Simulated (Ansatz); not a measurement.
Starting cell, ZrO2 (tetragonal-ZrO2 type, space group P4_2/nmc):

```yaml
crystal:
  lattice:
    - [3.58446, 0.00000, 0.00000]
    - [0.00000, 3.58446, 0.00000]
    - [0.00000, 0.00000, 5.17872]
  atoms:
    - { symbol: Zr, position: [0.00000, 0.00000, 0.00000] }
    - { symbol: Zr, position: [0.50000, 0.50000, 0.50000] }
    - { symbol: O, position: [0.00000, 0.50000, 0.20116] }
    - { symbol: O, position: [0.00000, 0.50000, 0.70116] }
    - { symbol: O, position: [0.50000, 0.00000, 0.29884] }
    - { symbol: O, position: [0.50000, 0.00000, 0.79884] }
```

In each cell atom 6 (O, nearest neighbour Zr at 2.073 Å; its periodic images, 3.6 Å or more away, move with it) moves by s·(1.000, 0.000, 0.000) (along Cartesian x), the rest being held.

Level of theory: PBEsol (plane waves to 420 eV, PAW, scalar-relativistic; Ansatz, an electronic-structure program). k mesh 8×8×5 (Γ-centred), Fermi-Dirac smearing 0.05 eV. E stands for the smeared free energy. The PAW data are Ansatz's earlier set. This is a high-temperature form of ZrO2. ZrO2 is run without spin polarisation. ZrO2 was relaxed with its symmetry unable to fall. ΔE is measured from the undisplaced structure.

```json
[
 {"s (Å)": "-0.210", "ΔE (meV/cell)": "376"},
 {"s (Å)": "-0.168", "ΔE (meV/cell)": "238"},
 {"s (Å)": "-0.126", "ΔE (meV/cell)": "withheld"},
 {"s (Å)": "-0.084", "ΔE (meV/cell)": "58"},
 {"s (Å)": "-0.042", "ΔE (meV/cell)": "15"},
 {"s (Å)": "0.000", "ΔE (meV/cell)": "0"},
 {"s (Å)": "0.042", "ΔE (meV/cell)": "15"},
 {"s (Å)": "0.084", "ΔE (meV/cell)": "58"},
 {"s (Å)": "0.126", "ΔE (meV/cell)": "withheld"},
 {"s (Å)": "0.168", "ΔE (meV/cell)": "238"},
 {"s (Å)": "0.210", "ΔE (meV/cell)": "376"}
]
```

Task: Fit an even polynomial form (powers 2, 4) to the given rows and predict ΔE at s = 0.126.

Result: Least squares on the 9 given rows: ΔE = (8243)·s² + (6462)·s⁴, in meV/cell with s in Å; root-mean-square residual 0.3 meV/cell. At 0.126 the fit gives 132 meV/cell; the calculation gives 132 meV/cell, the same to the digits shown. The quadratic term alone would give 131 meV/cell.

(For displaced atoms, the force is minus the slope of the energy, and its curvature is a force constant, which sets phonon frequencies.)
